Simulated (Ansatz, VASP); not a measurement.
## Pb: VASP beside Ansatz

```xyz
5
Lattice="4.7145 0.0000 0.0000 0.0000 4.7145 0.0000 0.0000 0.0000 8.0502" Properties=species:S:1:pos:R:3 pbc="T T T"
Pb    2.3573    0.0000    2.3970
Pb    0.0000    2.3573    5.6532
Pb    0.0000    2.3573    2.3970
Pb    2.3573    0.0000    5.6532
Pb    0.0000    0.0000    0.0000
```

Alike in both runs: functional PBE; k mesh 8 × 8 × 6; occupations gaussian, width 0.1 eV; no spin polarisation.

Ansatz relaxed the structure, and its values are those at the end. VASP's run is a single point on that final structure, the one shown.

```csv
,VASP,Ansatz
version,VASP 6.6.1,Ansatz 0.2.0
potentials or method,"VASP PAW PBE potentials, release 64 (Pb_d)","scalar-relativistic, plane waves, PAW"
plane-wave cutoff (eV),520,420
valence electrons in the cell,70,70
```

VASP gave:

- gap on the k mesh at the Fermi level (eV): none
- pressure (GPa): -0.1

**Question.** What did Ansatz give for the same quantities?

**Answer.** gap on the k mesh at the Fermi level (eV): none; pressure (GPa): 0.0.

A gap of «none» marks a metal or a gap that the smearing closes.

The runs have no spin-orbit coupling, so splittings on Pb are missing.
